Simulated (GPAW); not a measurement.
# Fe5 on W4 001: which magnetic order is lowest, part 2 of 2

Does Fe5 on W4 001 prefer parallel or opposed moments, or none?

GPAW 26.7.0; PBE; plane waves with GPAW's PAW setups, scalar-relativistic.

So far. Step 2 (Run 1 (ferro +++++)): After 75 cycles the largest moment stands at 2.83 μB.

### Step 3. Order 2, typed as ferri ++++-

An opposed order shows whether the pairs that it reverses prefer unlike signs.

Contents of order2.py:

```python
import json
import numpy as np
from ase import Atoms
from ase.parallel import paropen, parprint
from gpaw import GPAW

atoms = Atoms(['W', 'W', 'W', 'W', 'Fe', 'Fe', 'Fe', 'Fe', 'Fe'],
    cell=[[3.165, 0.0, 0.0],
         [0.0, 3.165, 0.0],
         [0.0, 0.0, 22.83883]],
    scaled_positions=[[0.0, 0.0, 0.26271],
         [0.5, 0.5, 0.33199],
         [0.0, 0.0, 0.401271],
         [0.5, 0.5, 0.470551],
         [0.0, 0.0, 0.530979],
         [0.5, 0.5, 0.582557],
         [0.0, 0.0, 0.634134],
         [0.5, 0.5, 0.685712],
         [0.0, 0.0, 0.73729]],
    pbc=True,
    magmoms=[0.0, 0.0, 0.0, 0.0, 2.6, 2.6, 2.6, 2.6, -2.6])
atoms.calc = GPAW(mode={'name': 'pw', 'ecut': 450},
    xc='PBE',
    kpts={'size': (18, 18, 1), 'gamma': True},
    occupations={'name': 'fermi-dirac', 'width': 0.05},
    convergence={'density': 1e-05, 'energy': 1e-05},
    maxiter=200,
    mixer={'name': 'pulay', 'beta': 0.03, 'nmaxold': 8, 'weight': 100},
    symmetry={'tolerance': 1e-4},
    txt='order2.txt')
e = atoms.get_potential_energy(force_consistent=True)
res = {'free_energy': e, 'energy_sigma0': atoms.get_potential_energy(), 'fermi_energy': atoms.calc.get_fermi_level()}
res['moments'] = atoms.get_magnetic_moments().tolist()
res['total'] = atoms.get_magnetic_moment()
parprint('site moments (muB):', np.round(res['moments'], 3))
parprint(f"total moment: {res['total']:.3f} muB")
parprint(f'free energy: {e:.6f} eV')
atoms.calc.write('order2.gpw')
with paropen('results.json', 'w') as f:
    json.dump(res, f)
```

Command:

```console
$ OMP_NUM_THREADS=1 mpirun -n 4 gpaw python order2.py > order2.log
```

Numbers of over 12 decimals in the logs are rounded to 6 here.

Output:

```text
site moments (muB): [ 0.169 -0.027  0.018 -0.2    1.763  2.273  2.042  1.499 -2.974]
total moment: 4.391 muB
free energy: -85.536896 eV

--- order2.txt ---
Input parameters:
  mode=PW(ecut=450),
  convergence={'density': 1e-05, 'energy': 1e-05},
  kpts=MonkhorstPack(size=(18, 18, 1), gamma=True),
  maxiter=200,
  mixer=Pulay(name='pulay', nmaxold=8, beta=0.03, weight=100, sigma=0.015, g_ss=None),
  occupations=Occupations(name='fermi-dirac', width=0.05),
  symmetry=Symmetry(tolerance=0.0001),
  xc=XC(name='PBE')

Diagonalizing LCAO Hamiltonian
Converting LCAO to pw mode
   .-------.
  /|       |
 * |       |
 | |       |
 | |       |
 | |       |
 | |       |
 | |       |
 | |       |
 Fe|       |
 | |  Fe   |
 | |       |
 Fe|       |
 | |  Fe   |
 | |       |
 Fe|       |
 | |  W    |
 | |       |
 | |       |
 W |       |
 | |  W    |
 | |       |
 | |       |
 W |       |
 | |       |
 | |       |
 | |       |
 | |       |
 | .-------.
 |/       /
 *-------*

Atoms  # Å, Bohr magnetons
|   | symbol |        x |        y |         z |    initial magnetic moments |
|---|--------|----------|----------|-----------|-----------------------------|
| 0 |      W | 0.000000 | 0.000000 |  5.999989 | ( 0.0000,  0.0000,  0.0000) |
| 1 |      W | 1.582500 | 1.582500 |  7.582263 | ( 0.0000,  0.0000,  0.0000) |
| 2 |      W | 0.000000 | 0.000000 |  9.164560 | ( 0.0000,  0.0000,  0.0000) |
| 3 |      W | 1.582500 | 1.582500 | 10.746834 | ( 0.0000,  0.0000,  0.0000) |
| 4 |     Fe | 0.000000 | 0.000000 | 12.126939 | ( 0.0000,  0.0000,  2.6000) |
| 5 |     Fe | 1.582500 | 1.582500 | 13.304920 | ( 0.0000,  0.0000,  2.6000) |
| 6 |     Fe | 0.000000 | 0.000000 | 14.482879 | ( 0.0000,  0.0000,  2.6000) |
| 7 |     Fe | 1.582500 | 1.582500 | 15.660860 | ( 0.0000,  0.0000,  2.6000) |
| 8 |     Fe | 0.000000 | 0.000000 | 16.838841 | ( 0.0000,  0.0000, -2.6000) |

Unit cell  # Å
| periodic |        x |        y |         z |   lengths |    angles |
|----------|----------|----------|-----------|-----------|-----------|
|      yes | 3.165000 | 0.000000 |  0.000000 |  3.165000 | 90.000000 |
|      yes | 0.000000 | 3.165000 |  0.000000 |  3.165000 | 90.000000 |
|      yes | 0.000000 | 0.000000 | 22.838830 | 22.838830 | 90.000000 |

Number of symmetries: 8

BZ-sampling:
  Number of BZ points: 324
  Number of IBZ points: 55

  Monkhorst-Pack size: [18, 18, 1]
  Monkhorst-Pack shift: [0.027778, 0.027778, 0.0]

Plane wave coefficients: 5023
Cutoff: 450.000000 eV

Spin-components: 2 (collinear spins)
Bands:           67
Projectors:      54
Spin-degeneracy: 1
Datatype:        complex128

Parallelization:
  kpt:    4
  domain: 1
  band:   1

Density:
  Valence electrons: 96.0
  Components: 2
  Grid points: [ 16  16 112]
  Charge: 0.0  # |e|

Potential:
  Grid points: [ 16  16 112]

[... setups left out ...]
Reference energy: -1928183.959620  # eV

eigensolver:
  PPCG
  Converge bands: occupied
  niter=2

density mixing:
  Pulay-Mixer
  Linear mixing parameters: 0.03
  Old densities: 8
  Fourier metric: weight=100, sigma=0.015

occupation numbers:
  Fermi-Dirac:
    width: 0.0500  # eV

poisson solver:
  ecut: 3600.000000  # eV

xc functional:
  name: PBE with 2 nearest neighbor stencil

convergence criteria:
- Maximum integral of absolute [dens]ity change: 1e-05 electrons / valence electron
- Maximum [total energy] change in last 3 cyles: 1e-05 eV / valence electron
- Maximum integral of absolute [eigenst]ate change: 4e-08 eV^2 / valence electron
maximum number of iterations: 200

SCF iterations
|iter     |      energy | eigst |  dens |  magmom |
|---------|-------------|-------|-------|---------|
|iter:   1|       0s |  -95.290693 | +0.26 |       |  +7.8113|
|iter:   2|      12s | -129.489569 | +0.21 | -0.75 |  +7.6718|
|iter:   3|      24s |  -87.527245 | -0.76 | -0.49 |  +7.6401|
|iter:   4|      36s |  -86.852294 | -2.01 | -0.97 |  +7.6223|
|iter:   5|      48s |  -86.656602 | -2.86 | -1.07 |  +7.5968|
|iter:   6|      60s |  -85.972306 | -1.95 | -1.09 |  +7.4595|
|iter:   7|      72s |  -85.542718 | -1.83 | -1.14 |  +7.2730|
|iter:   8|      84s |  -85.324061 | -2.30 | -1.19 |  +7.1709|
|iter:   9|      96s |  -85.239721 | -2.41 | -1.26 |  +6.9951|
|iter:  10|     108s |  -85.205633 | -2.38 | -1.32 |  +6.7961|
[... 60 iterations left out ...]
|iter:  71|     793s |  -85.491148c| -8.14c| -4.40 |  +4.3894|
|iter:  72|     799s |  -85.491150c| -8.18c| -4.44 |  +4.3894|
|iter:  73|     804s |  -85.491153c| -7.99c| -4.47 |  +4.3892|
|iter:  74|     810s |  -85.491159c| -7.72c| -4.53 |  +4.3894|
|iter:  75|     816s |  -85.491161c| -8.04c| -4.67 |  +4.3898|
|iter:  76|     821s |  -85.491163c| -8.19c| -4.71 |  +4.3902|
|iter:  77|     827s |  -85.491165c| -8.53c| -4.78 |  +4.3905|
|iter:  78|     832s |  -85.491166c| -8.48c| -4.82 |  +4.3909|
|iter:  79|     838s |  -85.491169c| -8.30c| -4.89 |  +4.3913|
|iter:  80|     844s |  -85.491171c| -8.60c| -5.01c|  +4.3915|

Converged in 80 steps
Energy contributions relative to reference atoms: (reference = -1928183.959620)

Energy contributions:
  Kinetic:          35.405170
  Coulomb:         -39.145572
  Zero:              0.672269
  External:          0.000000
  Xc:              -82.377313
  Entropy:          -0.091451
  Spinorbit:         0.000000
  ----------------------------
  Free energy:     -85.536896
  Extrapolated:    -85.491171

dipole moment: (-46.839566, -46.839566, 0.059124)  # |e|*Ang

Total magnetic moment: (0.000000, 0.000000, 4.391479)

Local magnetic moments
|        x |        y |         z |
|----------|----------|-----------|
| 0.000000 | 0.000000 |  0.169038 |  # W    0
| 0.000000 | 0.000000 | -0.026844 |  # W    1
| 0.000000 | 0.000000 |  0.017708 |  # W    2
| 0.000000 | 0.000000 | -0.200050 |  # W    3
| 0.000000 | 0.000000 |  1.763178 |  # Fe   4
| 0.000000 | 0.000000 |  2.273266 |  # Fe   5
| 0.000000 | 0.000000 |  2.042040 |  # Fe   6
| 0.000000 | 0.000000 |  1.498924 |  # Fe   7
| 0.000000 | 0.000000 | -2.973742 |  # Fe   8

Fermi level: 4.767
Eigenvalues  # (at kpt = [-0.000, -0.000, 0.000])
| band index |      eig [eV] | occ [0-1] |      eig [eV] | occ [0-1] |
|------------|---------------|-----------|---------------|-----------|
|          0 |       -69.006 |     1.000 |       -69.027 |     1.000 |
|        ... |               |           |               |           |
|         42 |         3.642 |     1.000 |         4.260 |     1.000 |
|         43 |         3.862 |     1.000 |         4.489 |     0.996 |
|         44 |         3.862 |     1.000 |         4.501 |     0.995 |
|         45 |         4.189 |     1.000 |         4.501 |     0.995 |
|         46 |         4.330 |     1.000 |         4.573 |     0.980 |
|         47 |         4.419 |     0.999 |         4.818 |     0.264 |
|         48 |         4.472 |     0.997 |         4.924 |     0.041 |
|         49 |         4.472 |     0.997 |         4.924 |     0.041 |
|         50 |         4.491 |     0.996 |         5.340 |     0.000 |
|         51 |         4.592 |     0.971 |         5.354 |     0.000 |
|         52 |         4.979 |     0.014 |         5.367 |     0.000 |
|         53 |         5.281 |     0.000 |         5.367 |     0.000 |
|         54 |         5.281 |     0.000 |         6.028 |     0.000 |
|         55 |         5.380 |     0.000 |         6.237 |     0.000 |
|         56 |         5.573 |     0.000 |         6.287 |     0.000 |
|        ... |               |           |               |           |
|         66 |         8.392 |     0.000 |         9.462 |     0.000 |

No gap
No difference between direct/indirect transitions
```

It took 14 min on 4 MPI ranks of Arm Neoverse V2, shared host; peak memory 1.6 GiB; 58 min of CPU time.

Spin moment in the augmentation sphere by atom:

| atom | spin moment in the augmentation sphere (μB) |
| --- | --- |
| W1 | 0.17 |
| W2 | -0.03 |
| W3 | 0.02 |
| W4 | -0.20 |
| Fe5 | 1.76 |
| Fe6 | 2.27 |
| Fe7 | 2.04 |
| Fe8 | 1.50 |
| Fe9 | -2.97 |

Read from the output:

* magnetization: 4.391 μB
* final state: ferrimagnetic

It lies 86.6 meV a seeded atom over the first start, and its largest moment is 2.97 μB against 2.83 μB.

### Step 4. Energies of the orders

These are free energies at a smearing of 0.05 eV, so its entropy term is in the differences. They are divided by the number of seeded atoms, so that cells of unlike size compare.

Orders:

| start | final state | typed order kept | energy over the lowest (meV a seeded atom) | largest site moment (μB) | net moment (μB a primitive cell) | mesh matched | CPU time (s) |
| --- | --- | --- | --- | --- | --- | --- | --- |
| ferro +++++ | ferromagnetic | yes | 0 | 2.834 | 11.18 | yes | 3403 |
| ferri ++++- | ferrimagnetic | yes | 86.57 | 2.974 | 4.391 | yes | 3459 |

### Step 5. What came out

| Property | Result |
| --- | --- |
| lowest state found | ferromagnetic (typed ferro +++++) |
| largest site moment | 2.83 μB |
| next state | ferrimagnetic, 86.6 meV a seeded atom higher |

The lowest state found is ferromagnetic, reached from the start ferro +++++, with moments up to 2.83 μB. The next state costs 87 meV a seeded atom. This is the lowest of 2 finished starts, no proof of the ground state.

[Logs and program files are shortened in this print: banners, set-up blocks, solver, clock and traceback lines can be left out without a mark of their own.]

[Logs are printed without paths, hosts, clocks, repeated set-up lines and the standing remarks that a program may print on its own settings, such as how far it seeks lower states.]

[Hosts, paths, dates, database ids (printed as entryN), source tags and the programs' standing remarks are cut or masked in the printed files.]

[Where a cell is said to come from a database of computed structures, the database is the Materials Project.]
